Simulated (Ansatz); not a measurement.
# GaN: energy along a strain

GaN, P6_3mc, a = 3.180 Å, c = 5.166 Å (as given, not relaxed at this level: 1.0 GPa, forces to 0.13 eV/Å). Ansatz: PBEsol, PAW, 420 eV, Γ-centred 12×12×6 mesh on 4 atoms, Gaussian smearing 0.05 eV; no spin polarisation. Cell vectors (Å): 3.180 0.000 0.000; -1.590 2.754 0.000; 0.000 0.000 5.166. The cell is strained by x per cent times the pattern (1 0 0 0 0 0) in the order xx yy zz yz xz xy (engineering shears), with fractional coordinates held. y is the free energy over the start, V0 = 11.310 Å³/atom.

| x (%) | y (meV/atom) |
| --- | --- |
| -6.00 | ? |
| -3.00 | 14.65 |
| 0.00 | 0.00 |
| 1.50 | 2.76 |
| 4.50 | 24.96 |
| 6.00 | 43.16 |

Problem. Fit y = c1 x + c2 x² + c3 x³ to the other rows, get the stiffness along the pattern, and predict the missing energy.

Solution. Least squares on the rows shown. y = −0.26469 x + 1.4404 x² − 0.032936 x³. The clamped-ion stiffness p·C·p = 2 × 14.40 eV × 160.2 / 11.310 Å³ = 408 GPa, which is C11 in these axes (second derivative at the start, which stands under stress). At x = -6.00 the fit asked for gives 60.56 meV/atom. The run gave 61.62 meV/atom, so the fit is 1.06 meV/atom too low, 1.7 % of the span of the series, against an rms of 0.02 meV/atom on the fitted rows. The row lies outside the fitted range. With a term in x⁴ added, a fit to the same known rows (none to spare) predicts 61.45 meV/atom, so most of the miss is curvature that the known rows already hold.